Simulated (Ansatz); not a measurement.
MnO₂ in the CdI2-type structure, explained

Level of theory: DFT, PBE, scalar-relativistic, collinear spin; plane waves to 420 eV with PAW datasets (Ansatz 0.2.0), 14×14×6 k-mesh, Gaussian smearing of 0.05 eV. The datasets are Ansatz's generated set soft_2.

The start was a prototype's sites filled with these elements. The Crystallography Open Database lists the compound in space groups Pnma, I4/m, P42/mnm, so this is a trial structure.

The relaxed structure (symmetry read at 0.01 Å). It takes space group P-3m1 (No. 164, trigonal). Conventional cell: a = 2.877 Å, b = 2.877 Å, c = 5.446 Å, α = 90.00°, β = 90.00°, γ = 120.00°. Mn (site symmetry -3m) is surrounded by 6 O at 1.92 Å. O (site symmetry 3m) has 3 Mn at 1.92 Å as nearest neighbours. (Shells end 15 % past the nearest neighbour.)

Results at this level of theory:

* Volume: 13.01 Å³/atom
* Band gap: 1.02 eV
* Smallest direct gap: 1.08 eV (over both spins)
* Magnetic state: ferromagnetic
* Site spin moments: Mn 2.52 μB
* Spin moment of the cell: 3.00 μB
* Bader charges: Mn 1.86; O -0.93 e
* Formation energy from the elements (0 K, uncorrected): -1.64 eV/atom

Question: What kind of gap is it?

Answer: It is indirect: 1.02 eV, against 1.08 eV for the smallest direct gap. Within 0.6 eV of the edges the projected states are 51 % O 2p at the top of the valence band and 88 % Mn 3d at the bottom of the conduction band. The valence edge mixes anion p with metal states, so the bond is partly covalent and the gap isn't a plain transfer from O to Mn.

Shannon's ionic radii give a check on the bond lengths: Mn⁴⁺ with 6 neighbours 0.53 Å + O²⁻ 1.36 Å = 1.89 Å against a computed mean of 1.92 Å. Sums and bonds agree within 3 %, so ion sizes set the bond lengths.

Bader charges against formal ones: Mn +1.86 (+4), O −0.93 (−2). The cations give up 46 % of the formal charge; Bader charges stay under formal ones because the anions' density reaches into the cations' basins, the more so the higher the formal charge and the softer the anion.

Kohn–Sham gaps of semilocal functionals lie under measured ones, often by a third or more. Site moments are of spin, integrated over atomic spheres. The structure is built of weakly bound layers, and this functional has no dispersion term, so their spacing and all that hangs on it (volume, the soft elastic constants, low modes, dielectric constants) are poorly given. The moments were started parallel, and the real magnetic order may be another.
